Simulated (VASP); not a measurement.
# GeSb2Te4 (R-3m) in VASP: reference runs

How does GeSb2Te4 come out in PBEsol? The cell is run as given.

Program: VASP 6.6.1. These are calculated values, not measurements. Logs are shortened: lines on timing, memory, paths and dates and some standing lists are left out, and cuts for length are marked.

**1. Starting point**

The structure is trigonal, space group R-3m (No. 166). The conventional cell has a = 4.319 Å, b = 4.319 Å, c = 39.684 Å, α = 90.00°, β = 90.00°, γ = 120.00°. Te (site symmetry 3m) has 3 Ge at 3.01 Å and 3 Te at 3.31 Å as nearest neighbours. Te (site symmetry 3m) has 3 Sb at 3.03 Å and 3 Te at 3.31 Å as nearest neighbours. Around Sb (site symmetry 3m) lie 3 Te at 3.03 Å and 3 Sb at 3.24 Å. Ge (site symmetry -3m) has 6 Te at 3.01 Å as nearest neighbours.

The cell is a database's computed one.

**2. Single point, PBEsol**

Input file INCAR:

```
  PREC = Accurate
  ENCUT = 520
  EDIFF = 1E-7
  ISMEAR = -1
  SIGMA = 0.05
  LREAL = F
  LASPH = T
  NELM = 100
  ALGO = Normal
  ISIF = 2
  LWAVE = F
  LCHARG = F
  GGA = PS
  NBANDS = 33
  KPAR = 2
```

Input file KPOINTS:

```
Automatic mesh
0
Gamma
  7 7 7
```

Input file POSCAR:

```
GeSb2Te4
1.0
    2.1592890373      1.2466661070     13.2280394098
   -2.1592890373      1.2466661070     13.2280394098
    0.0000000000     -2.4933322139     13.2280394098
Te Sb Ge
4 2 1
Direct
    0.7089720000      0.7089720000      0.7089720000
    0.2910280000      0.2910280000      0.2910280000
    0.5696830000      0.5696830000      0.5696830000
    0.4303170000      0.4303170000      0.4303170000
    0.8594110000      0.8594110000      0.8594110000
    0.1405890000      0.1405890000      0.1405890000
    0.0000000000      0.0000000000      0.0000000000
```

Potentials or basis: VASP PAW PBE potentials, release 64 (Te, Sb, Ge_d).

Command:

```
$ cat potpaw_PBE.64/Te/POTCAR potpaw_PBE.64/Sb/POTCAR potpaw_PBE.64/Ge_d/POTCAR > POTCAR
$ mpirun -np 2 vasp_std > vasp.out
```

OUTCAR:

```text
PREC = Accurate
   ENCUT = 520
   EDIFF = 1E-7
   ISMEAR = -1
   LREAL = F
   LASPH = T
   NELM = 100
   ISIF = 2
   GGA = PS

 ion  position               nearest neighbor table
   1  0.709  0.709  0.709-   7 3.01   7 3.01   7 3.01   4 3.31   4 3.31   4 3.31
   2  0.291  0.291  0.291-   7 3.01   7 3.01   7 3.01   3 3.31   3 3.31   3 3.31
   3  0.570  0.570  0.570-   5 3.03   5 3.03   5 3.03   2 3.31   2 3.31   2 3.31
   4  0.430  0.430  0.430-   6 3.03   6 3.03   6 3.03   1 3.31   1 3.31   1 3.31
   5  0.859  0.859  0.859-   3 3.03   3 3.03   3 3.03   6 3.24   6 3.24   6 3.24
   6  0.141  0.141  0.141-   4 3.03   4 3.03   4 3.03   5 3.24   5 3.24   5 3.24
   7  0.000  0.000  0.000-   1 3.01   1 3.01   2 3.01   2 3.01   1 3.01   2 3.01

  LATTYP: Found a trigonal (rhomboedric) cell.
 ALAT       =    13.4609706989
 COS(alpha) =     0.9485365618

  Lattice vectors:

 A1 = (   2.1592890373,   1.2466661070,  13.2280394098)
 A2 = (  -2.1592890373,   1.2466661070,  13.2280394098)
 A3 = (   0.0000000000,  -2.4933322139,  13.2280394098)

Analysis of symmetry for initial positions (statically):
=====================================================================
 Subroutine PRICEL returns:
 Original cell was already a primitive cell.

 Routine SETGRP: Setting up the symmetry group for a
 trigonal (rhombohedral) supercell.

 Subroutine GETGRP returns: Found 12 space group operations
 (whereof 12 operations were pure point group operations)
 out of a pool of 12 trial point group operations.

The static configuration has the point symmetry D_3d.

Analysis of symmetry for dynamics (positions and initial velocities):
=====================================================================
 Subroutine PRICEL returns:
 Original cell was already a primitive cell.

 Routine SETGRP: Setting up the symmetry group for a
 trigonal (rhombohedral) supercell.

 Subroutine GETGRP returns: Found 12 space group operations
 (whereof 12 operations were pure point group operations)
 out of a pool of 12 trial point group operations.

The dynamic configuration has the point symmetry D_3d.

 Subroutine INISYM returns: Found 12 space group operations
 (whereof 12 operations are pure point group operations),
 and found     1 'primitive' translations

----------------------------------------------------------------------------------------

                                     Primitive cell

  volume of cell :     213.6523

  direct lattice vectors                    reciprocal lattice vectors
     2.159289037  1.246666107 13.228039410     0.231557699  0.133689900  0.025198998
    -2.159289037  1.246666107 13.228039410    -0.231557699  0.133689900  0.025198998
     0.000000000 -2.493332214 13.228039410     0.000000000 -0.267379799  0.025198998

  length of vectors
    13.460970699 13.460970699 13.460970699     0.268564604  0.268564604  0.268564604

  position of ions in fractional coordinates (direct lattice)
     0.708972000  0.708972000  0.708972000
     0.291028000  0.291028000  0.291028000
     0.569683000  0.569683000  0.569683000
     0.430317000  0.430317000  0.430317000
     0.859411000  0.859411000  0.859411000
     0.140589000  0.140589000  0.140589000
     0.000000000  0.000000000  0.000000000

  ion indices of the primitive-cell ions
   primitive index   ion index
                 1           1
                 2           2
                 3           3
                 4           4
                 5           5
                 6           6
                 7           7

----------------------------------------------------------------------------------------

 KPOINTS: Automatic mesh

Automatic generation of k-mesh.
 Grid dimensions read from file:
 generate k-points for:    7    7    7

 Generating k-lattice:

  Cartesian coordinates                     Fractional coordinates (reciprocal lattice)
     0.033079671  0.019098557  0.003599857     0.142857143  0.000000000  0.000000000
    -0.033079671  0.019098557  0.003599857     0.000000000  0.142857143  0.000000000
     0.000000000 -0.038197114  0.003599857     0.000000000  0.000000000  0.142857143

  Length of vectors
     0.038366372  0.038366372  0.038366372

  Shift w.r.t. Gamma in fractional coordinates (k-lattice)
     0.000000000  0.000000000  0.000000000

 Subroutine IBZKPT returns following result:
 ===========================================

 Found     44 irreducible k-points:

 Following reciprocal coordinates:
            Coordinates               Weight
  0.000000  0.000000  0.000000      1.000000
  0.142857 -0.000000  0.000000      6.000000
  0.285714 -0.000000  0.000000      6.000000
  0.428571 -0.000000 -0.000000      6.000000
  0.142857  0.142857  0.000000      6.000000
  0.285714  0.142857  0.000000     12.000000
[... 16 lines left out ...]
  0.285714  0.285714  0.142857      6.000000
  0.428571  0.285714  0.142857     12.000000
 [... further k-points ...]
   k-points           NKPTS =     44   k-points in BZ     NKDIM =     44   number of bands    NBANDS=     33
   number of dos      NEDOS =    301   number of ions     NIONS =      7
   total plane-waves  NPLWV = ******
   dimension x,y,z NGX =   100 NGY =  100 NGZ =  100
   dimension x,y,z NGXF=   200 NGYF=  200 NGZF=  200
   ions per type =               4   2   1
   NGX,Y,Z   is equivalent  to a cutoff of  12.35, 12.35, 12.35 a.u.
   NGXF,Y,Z  is equivalent  to a cutoff of  24.70, 24.70, 24.70 a.u.
 SYSTEM =  unknown system
   PREC   = accura    normal or accurate (medium, high low for compatibility)
   ISTART =      0    job   : 0-new  1-cont  2-samecut
   ICHARG =      2    charge: 1-file 2-atom 10-const
   ISPIN  =      1    spin polarized calculation?
   LNONCOLLINEAR =      F non collinear calculations
   LSORBIT =      F    spin-orbit coupling
   LASPH  =      T    aspherical Exc in radial PAW
   ENCUT  =  520.0 eV  38.22 Ry    6.18 a.u.  25.03 25.03 25.03*2*pi/ulx,y,z
   NELM   =    100;   NELMIN=  2; NELMDL= -5     # of ELM steps
   EDIFF  = 0.1E-06   stopping-criterion for ELM
   LREAL  =      F    real-space projection
   EDIFFG = 0.1E-05   stopping-criterion for IOM
   NSW    =      0    number of steps for IOM
   IBRION =     -1    ionic relax: 0-MD 1-quasi-New 2-CG
   NFREE  =      0    steps in history (QN), initial steepest desc. (CG)
   ISIF   =      2    stress and relaxation
   ISYM   =      2    0-nonsym 1-usesym 2-fastsym
   POTIM  = 0.5000    time-step for ionic-motion
   TEBEG  =    0.0;   TEEND  =   0.0 temperature during run
   PSTRESS=    0.0 pullay stress
   NELECT =      48.0000    total number of electrons
   NUPDOWN=      -1.0000    fix difference up-down
   EMIN   =  10.00;   EMAX   =-10.00  energy-range for DOS
   EFERMI =   0.00;   METHOD = LEGACY
   ISMEAR =    -1;   SIGMA  =   0.05  broadening in eV -4-tet -1-fermi 0-gaus
   EFERMI_NEDOS =   21; number of points for ismear=-14 and -15
   IALGO  =     38    algorithm
   IMIX   =      4    mixing-type and parameters
     AMIX     =   0.40;   BMIX     =  1.00
     AMIX_MAG =   1.60;   BMIX_MAG =  1.00
  volume/ion in A,a.u.               =      30.52       205.97
  Fermi-wavevector in a.u.,A,eV,Ry     =   0.995221  1.880694 13.476081  0.990464
  Thomas-Fermi vector in A             =   2.127226
   LORBIT       =      0    0 simple, 1 ext, 2 COOP (PROOUT), +10 PAW based schemes
   GGA     = PS    functional components
   LHFCALC =     F    Hartree Fock is set to
   AEXX    =    0.0000 exact exchange contribution
   IVDW    =     0    specifies the selected vdW correction
   LEPSILON=     F    determine dielectric tensor
   LRPA    =     F    only Hartree local field effects (RPA)
 non-spin polarized calculation
  energy-cutoff  :      520.00
  volume of cell :      213.65
 maximum number of plane-waves:      5779
   NGX = 51   NGY = 51   NGZ = 51

 number of electron      47.9999999 magnetization

 Free energy of the ion-electron system (eV)
  ---------------------------------------------------
  ext. energy  EPLUGINS =         0.00000000
  ---------------------------------------------------
  free energy    TOTEN  =       -28.13795583 eV

  energy without entropy =      -28.12184966  energy(sigma->0) =      -28.12990275

 E-fermi :   6.3058     XC(G=0):  -9.6191

 val. band max:        6.2927272794   @ k =   0.2857   0.2857   0.2857
 cond. band min:       6.3181791478   @ k =  -0.4286  -0.4286   0.2857
 fundamental gap:      0.0254518683
 Fermi energy:         6.3057837304

 k-point     1 :       0.0000    0.0000    0.0000
  band No.  band energies     occupation
      1     -18.2753      2.00000
      2     -18.2753      2.00000
      3     -18.2712      2.00000
      4     -18.2687      2.00000
      5     -18.2687      2.00000
      6      -6.9849      2.00000
[... 25 lines left out ...]
     32       8.8194      0.00000
     33       8.8194      0.00000

 k-point     2 :       0.1429   -0.0000    0.0000
  band No.  band energies     occupation
      1     -18.2757      2.00000
      2     -18.2751      2.00000
      3     -18.2709      2.00000
      4     -18.2687      2.00000
      5     -18.2684      2.00000
      6      -6.8113      2.00000
[... 25 lines left out ...]
     32       8.8393      0.00000
     33       9.4594      0.00000
[... 754 lines left out ...]
     32       8.9118      0.00000
     33       9.3172      0.00000

 k-point    24 :       0.4286    0.2857    0.1429
  band No.  band energies     occupation
      1     -18.2763      2.00000
      2     -18.2751      2.00000
      3     -18.2706      2.00000
      4     -18.2687      2.00000
      5     -18.2680      2.00000
      6      -6.4451      2.00000
[... 25 lines left out ...]
     32       9.8500      0.00000
     33       9.9421      0.00000

 [... further k-points ...]

------------------------ aborting loop because EDIFF is reached ----------------------------------------

  FORCE on cell =-STRESS in cart. coord.  units (eV):
  Direction    XX          YY          ZZ          XY          YZ          ZX
  --------------------------------------------------------------------------------------
  -------------------------------------------------------------------------------------
  Total       -3.3149686     -3.3149686     -3.6736820      0.0000000     -0.0000000      0.0000000
  in kB      -24.8589244    -24.8589244    -27.5489141      0.0000000     -0.0000000      0.0000000
  external PRESSURE =     -25.7555876 kB  Pullay stress =       0.0000000 kB

 VOLUME and BASIS-vectors are now :
 -----------------------------------------------------------------------------
  energy-cutoff  :      520.00
  volume of cell :      213.65
      direct lattice vectors                 reciprocal lattice vectors
     2.159289037  1.246666107 13.228039410     0.231557699  0.133689900  0.025198998
    -2.159289037  1.246666107 13.228039410    -0.231557699  0.133689900  0.025198998
     0.000000000 -2.493332214 13.228039410     0.000000000 -0.267379799  0.025198998

 POSITION                                       TOTAL-FORCE (eV/Angst)
 -----------------------------------------------------------------------------------
      0.00000      0.00000     28.13493         0.000000     -0.000000     -0.101410
      0.00000      0.00000     11.54919         0.000000      0.000000      0.101410
      0.00000      0.00000     22.60737         0.000000      0.000000      0.034685
      0.00000      0.00000     17.07675         0.000000     -0.000000     -0.034685
      0.00000      0.00000     34.10497         0.000000     -0.000000     -0.038270
      0.00000      0.00000      5.57915         0.000000      0.000000      0.038270
      0.00000      0.00000      0.00000         0.000000     -0.000000     -0.000000
 -----------------------------------------------------------------------------------
    total drift:                               -0.000000     -0.000000     -0.000000

  FREE ENERGIE OF THE ION-ELECTRON SYSTEM (eV)
  ---------------------------------------------------
  free  energy   TOTEN  =       -28.1379558317 eV

  energy  without entropy=      -28.1218496594  energy(sigma->0) =      -28.12990275
```

Wall time 32 min (2 MPI ranks of Intel Xeon 6975P-C (Granite Rapids), shared host); peak memory 1.9 GiB.

Results:

- Free energy: -28.1380 eV
- Pressure: -2.6 GPa
- Largest force: 0.101 eV/Å
- Band gap on the k mesh: none (metal or under the smearing width)

Forces on the atoms (eV/Å):
```
Te   0.000  0.000 -0.101
Te   0.000  0.000  0.101
Te   0.000  0.000  0.035
Te   0.000  0.000 -0.035
Sb   0.000  0.000 -0.038
Sb   0.000  0.000  0.038
Ge   0.000  0.000  0.000
```

Caveat: the PAW data sets were made with another functional, which shifts forces and pressure a little.
